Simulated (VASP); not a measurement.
# TePb (Fm-3m) in VASP: further runs

Runs on TePb. Level: PBEsol. Tasks: single point.

Everything below comes from runs of VASP 6.6.1. Logs are shortened: lines on timing, memory, paths and dates and some standing lists are left out, and cuts for length are marked.

**The experiment to reproduce.**

From a printed reference work, monograph, for a bulk crystal of TePb at 4.2 K: band gap 0.19 eV (direct).

The results are compared with them further down.

## (1) Starting point

The structure is cubic, space group Fm-3m (No. 225). Conventional cell: a = 6.454 Å, b = 6.454 Å, c = 6.454 Å, α = 90.00°, β = 90.00°, γ = 90.00°. Te (site symmetry m-3m) is surrounded by 6 Pb at 3.23 Å. Pb (site symmetry m-3m) is surrounded by 6 Te at 3.23 Å.

## (2) Single point, PBEsol

Contents of INCAR:

```
SYSTEM = TePb
PREC     = Accurate       ! precision mode
ENCUT    = 520            ! plane-wave cutoff, eV
EDIFF    = 1E-6           ! SCF threshold, eV
ISMEAR   = 0              ! smearing method
SIGMA    = 0.05           ! smearing width, eV
LREAL    = .FALSE.        ! projectors in reciprocal space
LASPH    = .TRUE.         ! aspherical terms in the spheres
NELM     = 80             ! most SCF steps
ALGO     = Normal         ! electronic algorithm
ISIF     = 2              ! what is computed and relaxed
LWAVE    = .FALSE.        ! write WAVECAR
LCHARG   = .FALSE.        ! write CHGCAR
GGA      = PS             ! functional
NBANDS   = 17             ! bands
```

Contents of KPOINTS:

```
Automatic mesh
0
G
  8 8 8
  0 0 0
```

Contents of POSCAR:

```
TePb
1.0
    0.0000000000      3.2270000000      3.2270000000
    3.2270000000      0.0000000000      3.2270000000
    3.2270000000      3.2270000000      0.0000000000
Te Pb
1 1
Direct
    0.5000000000      0.5000000000      0.5000000000
    0.0000000000      0.0000000000      0.0000000000
```

Potentials or basis: VASP PAW PBE potentials, release 64 (Te, Pb_d).

Launch:

```sh
$ cat potpaw_PBE.64/Te/POTCAR potpaw_PBE.64/Pb_d/POTCAR > POTCAR
$ mpirun -np 1 vasp_std > vasp.out
```

OUTCAR:

```text
SYSTEM = TePb
   PREC = Accurate
   ENCUT = 520
   EDIFF = 1E-6
   ISMEAR = 0
   LREAL = .FALSE.
   LASPH = .TRUE.
   NELM = 80
   ISIF = 2
   GGA = PS

 ion  position               nearest neighbor table
   1  0.500  0.500  0.500-   2 3.23   2 3.23   2 3.23   2 3.23   2 3.23   2 3.23
   2  0.000  0.000  0.000-   1 3.23   1 3.23   1 3.23   1 3.23   1 3.23   1 3.23

  LATTYP: Found a face centered cubic cell.
 ALAT       =     6.4540000000

  Lattice vectors:

 A1 = (   0.0000000000,   3.2270000000,   3.2270000000)
 A2 = (   3.2270000000,   0.0000000000,   3.2270000000)
 A3 = (   3.2270000000,   3.2270000000,   0.0000000000)

Analysis of symmetry for initial positions (statically):
=====================================================================
 Subroutine PRICEL returns:
 Original cell was already a primitive cell.

 Routine SETGRP: Setting up the symmetry group for a
 face centered cubic supercell.

 Subroutine GETGRP returns: Found 48 space group operations
 (whereof 48 operations were pure point group operations)
 out of a pool of 48 trial point group operations.

The static configuration has the point symmetry O_h .

Analysis of symmetry for dynamics (positions and initial velocities):
=====================================================================
 Subroutine PRICEL returns:
 Original cell was already a primitive cell.

 Routine SETGRP: Setting up the symmetry group for a
 face centered cubic supercell.

 Subroutine GETGRP returns: Found 48 space group operations
 (whereof 48 operations were pure point group operations)
 out of a pool of 48 trial point group operations.

The dynamic configuration has the point symmetry O_h .

 Subroutine INISYM returns: Found 48 space group operations
 (whereof 48 operations are pure point group operations),
 and found     1 'primitive' translations

----------------------------------------------------------------------------------------

                                     Primitive cell

  volume of cell :      67.2089

  direct lattice vectors                    reciprocal lattice vectors
     0.000000000  3.227000000  3.227000000    -0.154942671  0.154942671  0.154942671
     3.227000000  0.000000000  3.227000000     0.154942671 -0.154942671  0.154942671
     3.227000000  3.227000000  0.000000000     0.154942671  0.154942671 -0.154942671

  length of vectors
     4.563667166  4.563667166  4.563667166     0.268368579  0.268368579  0.268368579

  position of ions in fractional coordinates (direct lattice)
     0.500000000  0.500000000  0.500000000
     0.000000000  0.000000000  0.000000000

  ion indices of the primitive-cell ions
   primitive index   ion index
                 1           1
                 2           2

----------------------------------------------------------------------------------------

 KPOINTS: Automatic mesh

Automatic generation of k-mesh.
 Grid dimensions read from file:
 generate k-points for:    8    8    8

 Generating k-lattice:

  Cartesian coordinates                     Fractional coordinates (reciprocal lattice)
    -0.019367834  0.019367834  0.019367834     0.125000000  0.000000000  0.000000000
     0.019367834 -0.019367834  0.019367834     0.000000000  0.125000000  0.000000000
     0.019367834  0.019367834 -0.019367834     0.000000000  0.000000000  0.125000000

  Length of vectors
     0.033546072  0.033546072  0.033546072

  Shift w.r.t. Gamma in fractional coordinates (k-lattice)
     0.000000000  0.000000000  0.000000000

 Subroutine IBZKPT returns following result:
 ===========================================

 Found     29 irreducible k-points:

 Following reciprocal coordinates:
            Coordinates               Weight
  0.000000  0.000000  0.000000      1.000000
  0.125000  0.000000  0.000000      8.000000
  0.250000  0.000000  0.000000      8.000000
  0.375000  0.000000  0.000000      8.000000
  0.500000  0.000000  0.000000      4.000000
  0.125000  0.125000  0.000000      6.000000
[... 16 lines left out ...]
  0.500000  0.250000  0.125000     48.000000
 -0.375000  0.250000  0.125000     24.000000
 [... further k-points ...]
   k-points           NKPTS =     29   k-points in BZ     NKDIM =     29   number of bands    NBANDS=     17
   number of dos      NEDOS =    301   number of ions     NIONS =      2
   total plane-waves  NPLWV =  46656
   dimension x,y,z NGX =    36 NGY =   36 NGZ =   36
   dimension x,y,z NGXF=    72 NGYF=   72 NGZF=   72
   ions per type =               1   1
   NGX,Y,Z   is equivalent  to a cutoff of  13.11, 13.11, 13.11 a.u.
   NGXF,Y,Z  is equivalent  to a cutoff of  26.23, 26.23, 26.23 a.u.
 SYSTEM =  TePb
   PREC   = accura    normal or accurate (medium, high low for compatibility)
   ISTART =      0    job   : 0-new  1-cont  2-samecut
   ICHARG =      2    charge: 1-file 2-atom 10-const
   ISPIN  =      1    spin polarized calculation?
   LNONCOLLINEAR =      F non collinear calculations
   LSORBIT =      F    spin-orbit coupling
   LASPH  =      T    aspherical Exc in radial PAW
   ENCUT  =  520.0 eV  38.22 Ry    6.18 a.u.   8.49  8.49  8.49*2*pi/ulx,y,z
   NELM   =     80;   NELMIN=  2; NELMDL= -5     # of ELM steps
   EDIFF  = 0.1E-05   stopping-criterion for ELM
   LREAL  =      F    real-space projection
   EDIFFG = 0.1E-04   stopping-criterion for IOM
   NSW    =      0    number of steps for IOM
   IBRION =     -1    ionic relax: 0-MD 1-quasi-New 2-CG
   NFREE  =      0    steps in history (QN), initial steepest desc. (CG)
   ISIF   =      2    stress and relaxation
   ISYM   =      2    0-nonsym 1-usesym 2-fastsym
   POTIM  = 0.5000    time-step for ionic-motion
   TEBEG  =    0.0;   TEEND  =   0.0 temperature during run
   PSTRESS=    0.0 pullay stress
   NELECT =      20.0000    total number of electrons
   NUPDOWN=      -1.0000    fix difference up-down
   EMIN   =  10.00;   EMAX   =-10.00  energy-range for DOS
   EFERMI =   0.00;   METHOD = LEGACY
   ISMEAR =     0;   SIGMA  =   0.05  broadening in eV -4-tet -1-fermi 0-gaus
   EFERMI_NEDOS =   21; number of points for ismear=-14 and -15
   IALGO  =     38    algorithm
   IMIX   =      4    mixing-type and parameters
     AMIX     =   0.40;   BMIX     =  1.00
     AMIX_MAG =   1.60;   BMIX_MAG =  1.00
  volume/ion in A,a.u.               =      33.60       226.77
  Fermi-wavevector in a.u.,A,eV,Ry     =   1.092972  2.065418 16.253366  1.194589
  Thomas-Fermi vector in A             =   2.229249
   LORBIT       =      0    0 simple, 1 ext, 2 COOP (PROOUT), +10 PAW based schemes
   GGA     = PS    functional components
   LHFCALC =     F    Hartree Fock is set to
   AEXX    =    0.0000 exact exchange contribution
   IVDW    =     0    specifies the selected vdW correction
   LEPSILON=     F    determine dielectric tensor
   LRPA    =     F    only Hartree local field effects (RPA)
 non-spin polarized calculation
 Gauss-broadening in eV      SIGMA  =   0.05
  energy-cutoff  :      520.00
  volume of cell :       67.21
 maximum number of plane-waves:      1837
 NGX is ok and might be reduce to    36
   NGX = 17   NGY = 17   NGZ = 17

 number of electron      20.0000002 magnetization

 Free energy of the ion-electron system (eV)
  ---------------------------------------------------
  ext. energy  EPLUGINS =         0.00000000
  ---------------------------------------------------
  free energy    TOTEN  =        -8.25885390 eV

  energy without entropy =       -8.25885390  energy(sigma->0) =       -8.25885390

 E-fermi :   5.7370     XC(G=0):  -9.4870

 val. band max:        5.5076312630   @ k =   0.5000   0.0000   0.0000
 cond. band min:       6.1684415456   @ k =   0.5000   0.0000   0.0000
 fundamental gap:      0.6608102826
 Fermi energy:         5.7370226182

 k-point     1 :       0.0000    0.0000    0.0000
  band No.  band energies     occupation
      1     -11.1265      2.00000
      2     -11.1265      2.00000
      3     -11.1153      2.00000
      4     -11.1153      2.00000
      5     -11.1153      2.00000
      6      -6.5567      2.00000
[... 9 lines left out ...]
     16      11.2574      0.00000
     17      12.7294      0.00000

 k-point     2 :       0.1250    0.0000    0.0000
  band No.  band energies     occupation
      1     -11.1283      2.00000
      2     -11.1283      2.00000
      3     -11.1149      2.00000
      4     -11.1131      2.00000
      5     -11.1131      2.00000
      6      -6.4217      2.00000
[... 9 lines left out ...]
     16      11.5535      0.00000
     17      13.8166      0.00000

 k-point     3 :       0.2500    0.0000    0.0000
  band No.  band energies     occupation
      1     -11.1337      2.00000
      2     -11.1337      2.00000
      3     -11.1140      2.00000
      4     -11.1068      2.00000
      5     -11.1068      2.00000
      6      -6.0329      2.00000
[... 9 lines left out ...]
     16      12.3570      0.00000
     17      15.7165      0.00000

 k-point     4 :       0.3750    0.0000    0.0000
  band No.  band energies     occupation
      1     -11.1395      2.00000
      2     -11.1395      2.00000
      3     -11.1133      2.00000
      4     -11.1001      2.00000
      5     -11.1001      2.00000
      6      -5.4724      2.00000
[... 9 lines left out ...]
     16      13.5872      0.00000
     17      16.1587      0.00000

 k-point     5 :       0.5000    0.0000    0.0000
  band No.  band energies     occupation
      1     -11.1418      2.00000
      2     -11.1418      2.00000
      3     -11.1130      2.00000
      4     -11.0973      2.00000
      5     -11.0973      2.00000
      6      -5.1061      2.00000
[... 9 lines left out ...]
     16      14.7460      0.00000
     17      14.7460      0.00000

 k-point     6 :       0.1250    0.1250    0.0000
  band No.  band energies     occupation
      1     -11.1330      2.00000
      2     -11.1248      2.00000
      3     -11.1168      2.00000
      4     -11.1116      2.00000
      5     -11.1116      2.00000
      6      -6.3767      2.00000
[... 9 lines left out ...]
     16      12.0699      0.00000
     17      13.3394      0.00000

 k-point     7 :       0.2500    0.1250    0.0000
  band No.  band energies     occupation
      1     -11.1405      2.00000
      2     -11.1263      2.00000
      3     -11.1168      2.00000
      4     -11.1074      2.00000
      5     -11.1057      2.00000
      6      -6.0733      2.00000
[... 9 lines left out ...]
     16      12.9258      0.00000
     17      14.4502      0.00000

 k-point     8 :       0.3750    0.1250    0.0000
  band No.  band energies     occupation
      1     -11.1468      2.00000
      2     -11.1320      2.00000
      3     -11.1143      2.00000
      4     -11.1030      2.00000
      5     -11.0990      2.00000
      6      -5.5664      2.00000
[... 9 lines left out ...]
     16      14.1162      0.00000
     17      15.8128      0.00000
[... 203 lines left out ...]
      1     -11.1840      2.00000
      2     -11.1227      2.00000
      3     -11.1183      2.00000
      4     -11.0912      2.00000
      5     -11.0900      2.00000
      6      -4.9023      2.00000
[... 9 lines left out ...]
     16      15.7458      0.00000
     17      16.2068      0.00000

 k-point    20 :      -0.3750    0.3750    0.0000
  band No.  band energies     occupation
      1     -11.1750      2.00000
      2     -11.1250      2.00000
      3     -11.1162      2.00000
      4     -11.0956      2.00000
      5     -11.0919      2.00000
      6      -4.7569      2.00000
[... 9 lines left out ...]
     16      14.5268      0.00000
     17      16.4298      0.00000

 k-point    21 :       0.5000    0.5000    0.0000
  band No.  band energies     occupation
      1     -11.1917      2.00000
      2     -11.1257      2.00000
      3     -11.1148      2.00000
      4     -11.0882      2.00000
      5     -11.0882      2.00000
      6      -4.8509      2.00000
[... 9 lines left out ...]
     16      16.4140      0.00000
     17      16.4939      0.00000

 k-point    22 :       0.3750    0.2500    0.1250
  band No.  band energies     occupation
      1     -11.1493      2.00000
      2     -11.1275      2.00000
      3     -11.1165      2.00000
      4     -11.1025      2.00000
      5     -11.1013      2.00000
      6      -5.7101      2.00000
[... 9 lines left out ...]
     16      14.1297      0.00000
     17      14.4906      0.00000

 k-point    23 :       0.5000    0.2500    0.1250
  band No.  band energies     occupation
      1     -11.1550      2.00000
      2     -11.1321      2.00000
      3     -11.1127      2.00000
      4     -11.1011      2.00000
      5     -11.0968      2.00000
      6      -5.2105      2.00000
[... 9 lines left out ...]
     16      14.4021      0.00000
     17      15.5257      0.00000

 k-point    24 :      -0.3750    0.2500    0.1250
  band No.  band energies     occupation
      1     -11.1568      2.00000
      2     -11.1345      2.00000
      3     -11.1090      2.00000
      4     -11.1030      2.00000
      5     -11.0945      2.00000
      6      -4.9106      2.00000
[... 9 lines left out ...]
     16      15.2970      0.00000
     17      15.5590      0.00000

 [... further k-points ...]
[... 5 lines left out ...]
  --------------------------------------------------------------------------------------
  -------------------------------------------------------------------------------------
  Total       -0.1092058     -0.1092058     -0.1092058      0.0000000      0.0000000      0.0000000
  in kB       -2.6033307     -2.6033307     -2.6033307      0.0000000      0.0000000      0.0000000
  external PRESSURE =      -2.6033307 kB  Pullay stress =       0.0000000 kB

 VOLUME and BASIS-vectors are now :
 -----------------------------------------------------------------------------
  energy-cutoff  :      520.00
  volume of cell :       67.21
      direct lattice vectors                 reciprocal lattice vectors
     0.000000000  3.227000000  3.227000000    -0.154942671  0.154942671  0.154942671
     3.227000000  0.000000000  3.227000000     0.154942671 -0.154942671  0.154942671
     3.227000000  3.227000000  0.000000000     0.154942671  0.154942671 -0.154942671

 POSITION                                       TOTAL-FORCE (eV/Angst)
 -----------------------------------------------------------------------------------
      3.22700      3.22700      3.22700         0.000000      0.000000      0.000000
      0.00000      0.00000      0.00000        -0.000000     -0.000000     -0.000000
 -----------------------------------------------------------------------------------
    total drift:                               -0.000000      0.000000      0.000000

  FREE ENERGIE OF THE ION-ELECTRON SYSTEM (eV)
  ---------------------------------------------------
  free  energy   TOTEN  =        -8.2588538996 eV

  energy  without entropy=       -8.2588538996  energy(sigma->0) =       -8.25885390
```

Wall time 54 s (1 thread of Intel Xeon Platinum 8375C at 2.90GHz (Ice Lake), shared host); peak memory 0.21 GiB.

What came out:

- Free energy: -8.2589 eV
- Pressure: -0.3 GPa
- Band gap on the k mesh: 0.66 eV, direct

Levels at points of the mesh, in eV from the valence-band top:
| k point | band 6 | band 7 | band 8 | band 9 | band 10 | band 11 | band 12 | band 13 | band 14 | band 15 |
| --- | --- | --- | --- | --- | --- | --- | --- | --- | --- | --- |
| (0.00, 0.00, 0.00) | -12.06 | -5.60 | -1.35 | -1.35 | -1.35 | 4.06 | 4.06 | 4.06 | 5.75 | 5.75 |
| (0.50, 0.00, 0.00) | -10.61 | -8.62 | -0.88 | -0.88 | 0.00 | 0.66 | 1.24 | 1.24 | 8.29 | 9.20 |
| (0.50, 0.50, 0.00) | -10.36 | -7.31 | -4.55 | -2.82 | -2.82 | 3.20 | 5.48 | 5.48 | 6.71 | 10.14 |

Caveat: the PAW data sets were made with another functional, which shifts forces and pressure a little; spin-orbit coupling is left out, which as a rule narrows the gap of such compounds by several tenths of an eV.

## (3) Single point, PBEsol

Contents of INCAR:

```
PREC     = Accurate       # precision mode
ENCUT    = 520            # plane-wave cutoff, eV
EDIFF    = 1E-6           # SCF threshold, eV
ISMEAR   = 0              # smearing method
SIGMA    = 0.05           # smearing width, eV
LREAL    = False          # projectors in reciprocal space
LASPH    = True           # aspherical terms in the spheres
NELM     = 100            # most SCF steps
ALGO     = Fast           # electronic algorithm
ISIF     = 2              # what is computed and relaxed
LWAVE    = False          # write WAVECAR
LCHARG   = False          # write CHGCAR
GGA      = PS             # functional
NBANDS   = 17             # bands
```

Contents of KPOINTS:

```
Automatic mesh
0
Gamma
  8 8 8
```

POSCAR is that of step 2.

Potentials or basis: VASP PAW PBE potentials, release 64 (Te, Pb_d).

Launch:

```sh
$ cat potpaw_PBE.64/Te/POTCAR potpaw_PBE.64/Pb_d/POTCAR > POTCAR
$ mpirun -np 1 vasp_std > vasp.out
```

It took 62 s on 1 thread of Intel Xeon Platinum 8375C at 2.90GHz (Ice Lake), shared host; peak memory 0.22 GiB.

Results (log left out):

| Quantity | Value |
| --- | --- |
| Free energy | -8.2589 eV |
| Pressure | -0.3 GPa |
| Band gap on the k mesh | 0.66 eV, direct |

Levels at points of the mesh, in eV from the valence-band top:
```csv
k point,band 7,band 8,band 9,band 10,band 11,band 12,band 13,band 14
"(0.00, 0.00, 0.00)",-5.60,-1.35,-1.35,-1.35,4.06,4.06,4.06,5.75
"(0.50, 0.00, 0.00)",-8.62,-0.88,-0.88,0.00,0.66,1.24,1.24,8.29
"(0.50, 0.50, 0.00)",-7.31,-4.55,-2.82,-2.82,3.20,5.48,5.48,6.71
```

Caveat: the PAW data sets were made with another functional, which shifts forces and pressure a little; spin-orbit coupling is left out, which as a rule narrows the gap of such compounds by several tenths of an eV.

## (4) How close it comes

Step 2. A measured gap of TePb is 0.19 eV (direct; 4.2 K; a printed reference work, monograph); the calculated 0.66 eV misses it by +0.47 eV. Spin-orbit coupling on Pb, Te is left out. The value is that of PBEsol on a finite k mesh, which can miss the band edges, without temperature or zero-point motion.

Step 3. Measured gap of TePb: 0.19 eV (direct; 4.2 K; a printed reference work, monograph). This calculation gives 0.66 eV (+0.47 eV). Spin-orbit coupling on Pb, Te is left out. The value is that of PBEsol on a finite k mesh, which can miss the band edges, without temperature or zero-point motion.
